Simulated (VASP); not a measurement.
Here is a VASP 6.6.1 calculation.

File INCAR:

```
  PREC = Accurate
  ENCUT = 520
  EDIFF = 1E-6
  ISMEAR = 0
  SIGMA = 0.15
  LREAL = F
  LASPH = T
  NELM = 100
  ALGO = Fast
  ISIF = 2
  LWAVE = F
  LCHARG = F
  GGA = CA
  NBANDS = 8
```

KPOINTS

```
Automatic mesh
0
Gamma
  24 24 24
```

The input POSCAR:

```
Sb
1.0
   -1.6643017481      1.6643017481      2.4334687643
    1.6643017481     -1.6643017481      2.4334687643
    1.6643017481      1.6643017481     -2.4334687643
Sb
1
Direct
    0.0000000000      0.0000000000      0.0000000000
```

Potentials or basis: VASP PAW LDA potentials, release 64 (Sb).

Command:

```console
$ cat potpaw_LDA.64/Sb/POTCAR > POTCAR
$ mpirun -np 1 vasp_std > vasp.out
```

Estimate the band gap on the k mesh.

none (metal or under the smearing width).

Estimate the pressure.

-2.9 GPa.

Stress tensor (GPa, compression positive):
```
-3.07  0.00  0.00
 0.00 -3.07  0.00
 0.00  0.00 -2.60
```

The run has no spin-orbit coupling, so splittings on Sb are missing.
